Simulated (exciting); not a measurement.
Something may be wrong with this exciting (release sodium) calculation of W.

The input input.xml:

```xml
<input>
  <title>W</title>
  <structure speciespath="./" tshift="false">
    <crystal scale="1">
      <basevect>-0.069439876175 3.894196419539 3.798976899571</basevect>
      <basevect>3.744526331016 0.002896950149 3.726640073247</basevect>
      <basevect>3.820062463670 3.897395725868 -0.072639182504</basevect>
    </crystal>
    <species speciesfile="W.xml" rmt="3.85">
      <atom coord="0.000000000000 0.000000000000 0.000000000000"/>
    </species>
  </structure>
  <groundstate do="fromscratch" ngridk="11 11 11" rgkmax="8" gmaxvr="14" lmaxapw="10" lmaxmat="10" lmaxvr="8" stype="Fermi Dirac" swidth="0.00099958" nempty="12" ValenceRelativity="iora*" epsengy="1e-05" epspot="1e-05" maxscl="50" outputlevel="normal">
    <libxc exchange="XC_GGA_X_PBE_SOL" correlation="XC_GGA_C_PBE_SOL"/>
  </groundstate>
  <properties>
    <bandstructure>
      <plot1d>
        <path steps="120">
          <point coord="-0.5 0 0" label="X"/>
          <point coord="0 0 0" label="G"/>
          <point coord="0 0 -0.5" label="Y" breakafter="true"/>
          <point coord="-0.5 0 -0.5" label="L"/>
          <point coord="0 0 0" label="G"/>
          <point coord="0 -0.5 0" label="Z" breakafter="true"/>
          <point coord="-0.5 -0.5 0" label="N"/>
          <point coord="0 0 0" label="G"/>
          <point coord="0 -0.5 -0.5" label="M" breakafter="true"/>
          <point coord="-0.5 -0.5 -0.5" label="R"/>
          <point coord="0 0 0" label="G"/>
        </path>
      </plot1d>
    </bandstructure>
  </properties>
</input>
```

Potentials or basis: all-electron LAPW+lo, shipped species files, valence relativity iora*.

Command:

```bash
$ OMP_NUM_THREADS=1 exciting_smp
```

Output:

```text
Error(checkmt): muffin-tin spheres overlap between
                   species    1 atom    1 and
                   species    1 atom    1

   Sum of muffin-tin radii :    7.7000
   Distance between atoms  :    7.5996

   Please check, and possibly reduce, the input (or default) values
   of the attribute ''rmt'' inside the element ''species''
   for species    1 and    1

   See link:
```

Question: What happened, and what is wrong with the input?

Answer: The program refused the input. The input holds a flaw that was put in on purpose: muffin-tin spheres overlap (rmt = W 3.85).
